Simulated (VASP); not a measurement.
Pb: relaxation of cell and atoms with PBE

Crystal: Pb.

```
CELL_PARAMETERS angstrom
3.48000 0.00000 0.00000
-1.74000 3.01377 0.00000
0.00000 0.00000 5.59000
ATOMIC_POSITIONS crystal
Pb 0.33333 0.66667 0.25000
Pb 0.66667 0.33333 0.75000
```

This isn't the form of Pb at room conditions, which is fcc.

```yaml
Program: VASP 6.6.1
Task: relaxation of cell and atoms
Functional: PBE
Potentials_or_basis: VASP PAW PBE potentials, release 64 (Pb_d)
Cutoff: 520 eV
k_mesh: 14 × 14 × 8
Occupations: gaussian, width 0.1 eV
Spin: no spin polarisation
Further_INCAR_settings: ALGO = Normal; EDIFF = 1e-06; IBRION = 2; EDIFFG = -0.01; NSW = 90; ISIF = 3
```

| Quantity | Value |
| --- | --- |
| Relaxed volume | 31.81 Å³/atom |
| Relaxed cell | a = 3.538 Å, b = 3.538 Å, c = 5.869 Å, α = 90.00°, β = 90.00°, γ = 120.00° |
| Space group after relaxing (to 0.05 Å) | P6_3/mmc (No. 194) |
| Energy gained by relaxing | 31.6 meV/atom |
| Ionic steps | 7 |
| Pressure after relaxing | 0.0 GPa |
| Band gap on the k mesh | none (metal or under the smearing width) |

The path:
```tsv
step	energy change (eV)	largest force (eV/Å)	pressure (GPa)	volume (Å³)
1	0.0000	0.0000	3.95	58.63
2	-0.0587	0.0000	-0.76	64.98
3	-0.0614	0.0000	-0.04	63.75
4	-0.0614	0.0000	-0.12	63.86
5	-0.0624	0.0000	-0.13	63.78
6	-0.0632	0.0000	-0.09	63.59
7	-0.0632	0.0000	0.00	63.61
```

Final structure:
```
Pb
1.0
     3.53768    0.00000    0.00000
    -1.76884    3.06372    0.00000
     0.00000    0.00000    5.86937
Pb
2
Direct
  0.33333 0.66667 0.25000
  0.66667 0.33333 0.75000
```

Levels at points of the mesh, in eV from the Fermi level:
| k point | band 10 | band 11 | band 12 | band 13 | band 14 | band 15 | band 16 | band 17 | band 18 |
| --- | --- | --- | --- | --- | --- | --- | --- | --- | --- |
| (0.00, 0.00, 0.00) | -16.80 | -11.42 | -8.20 | -3.98 | 5.50 | 5.50 | 6.91 | 7.11 | 7.11 |
| (0.50, 0.00, 0.00) | -16.77 | -8.17 | -7.07 | -2.88 | -1.51 | -0.41 | 1.71 | 2.14 | 5.33 |
| (0.00, 0.00, 0.50) | -16.85 | -10.32 | -10.32 | 0.53 | 0.53 | 6.26 | 6.26 | 6.26 | 6.26 |
| (0.50, 0.00, 0.50) | -16.77 | -7.49 | -7.49 | -3.46 | -3.46 | 3.28 | 3.28 | 3.38 | 3.38 |

Wall time 5.3 min on 1 thread of Intel(R) Xeon(R) Platinum 8259CL CPU @ 2.50GHz (Skylake/Cascade Lake), on a shared host, peak memory 0.26 GiB.

Spin-orbit coupling is left out, which matters for the levels of Pb. PBE usually gives volumes a little too large and moduli too small.
